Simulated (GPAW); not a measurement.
Crystal: SnO.

```
Sn O
1.0
     3.81370    0.00000    0.00000
     0.00000    3.81370    0.00000
     0.00000    0.00000    4.88691
Sn O
2 2
Direct
  0.50000 0.00000 0.76463
  0.00000 0.50000 0.23537
  0.00000 0.00000 0.00000
  0.50000 0.50000 0.00000
```

The cell is a database's computed one.

Base run:

| Property | Result |
| --- | --- |
| Program | GPAW 26.7.0 |
| Functional | LDA |
| Potentials or basis | the program's PAW data sets (release 1.2.1) made for this functional |
| Cutoff | 550 eV |
| Basis | pw |
| k mesh | 6 × 6 × 5 |
| Occupations | fermi-dirac, width 0.001 eV |
| Spin | no spin polarisation |

Its results: band gap on the k mesh 0.23 eV, indirect (least direct gap 2.01 eV); electronic dielectric tensor (diagonal) 7.64, 7.64, 6.88.

Question: The run is repeated on the same cell with these changes: functional from LDA to RPBE. What comes out?

Answer: Band gap on the k mesh 0.14 eV, indirect (least direct gap 2.05 eV); electronic dielectric tensor (diagonal) 7.46, 7.46, 6.58.

Caveats: the long-wavelength limit can be off by a per cent or two; the gap is small at this level, which inflates the dielectric constant; spin-orbit coupling is left out, which moves the levels of the heavy elements; an odd mesh through Γ misses points on the zone boundary, where band edges often lie.

Not every run made on this cell is shown here.
